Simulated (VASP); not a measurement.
Input of a VASP 6.6.1 run:

INCAR

```
SYSTEM = Na
PREC     = Accurate       ! precision mode
ENCUT    = 520            ! plane-wave cutoff, eV
EDIFF    = 1E-7           ! SCF threshold, eV
ISMEAR   = 0              ! smearing method
SIGMA    = 0.1            ! smearing width, eV
LREAL    = .False.        ! projectors in reciprocal space
LASPH    = .True.         ! aspherical terms in the spheres
NELM     = 120            ! most SCF steps
ALGO     = Normal         ! electronic algorithm
ISIF     = 3              ! what is computed and relaxed
LWAVE    = .False.        ! write WAVECAR
LCHARG   = .False.        ! write CHGCAR
GGA      = PE             ! functional
IBRION   = 2              ! ionic algorithm
NSW      = 60             ! ionic steps
EDIFFG   = -0.005         ! ionic threshold
POTIM    = 0.3            ! step
```

Contents of KPOINTS:

```
regular mesh
0
Gamma
  13 13 7
  0 0 0
```

Contents of POSCAR:

```
Na                                      
1.0
    3.7199020836      0.0000000000     -0.0000000000
   -1.8599510418      3.2215297078     -0.0000000000
   -0.0000000000     -0.0000000000      6.1765026120
  Na            
     2
Direct
     0.3333333300000021    0.6666666699999979    0.2500000000000000
     0.6666666699999979    0.3333333300000021    0.7500000000000000
```

Potentials or basis: VASP PAW PBE potentials, release 64 (Na_pv).

Run with:

```console
$ cat potpaw_PBE.64/Na_pv/POTCAR > POTCAR
$ mpirun -np 1 vasp_std > vasp.out
```

Task: Estimate the band gap on the k mesh.

Result: None (metal or under the smearing width).

Final structure:
```cif
data_structure
_symmetry_space_group_name_H-M 'P 1'
_symmetry_Int_Tables_number 1
_cell_length_a 3.7199
_cell_length_b 3.7199
_cell_length_c 6.1765
_cell_angle_alpha 90.000
_cell_angle_beta 90.000
_cell_angle_gamma 120.000
_cell_volume 74.02
loop_
_atom_site_label
_atom_site_type_symbol
_atom_site_fract_x
_atom_site_fract_y
_atom_site_fract_z
_atom_site_occupancy
Na1 Na 0.33333 0.66667 0.25000 1
Na2 Na 0.66667 0.33333 0.75000 1
```

Caveat: the relaxation stopped at its first step, so nothing moved.
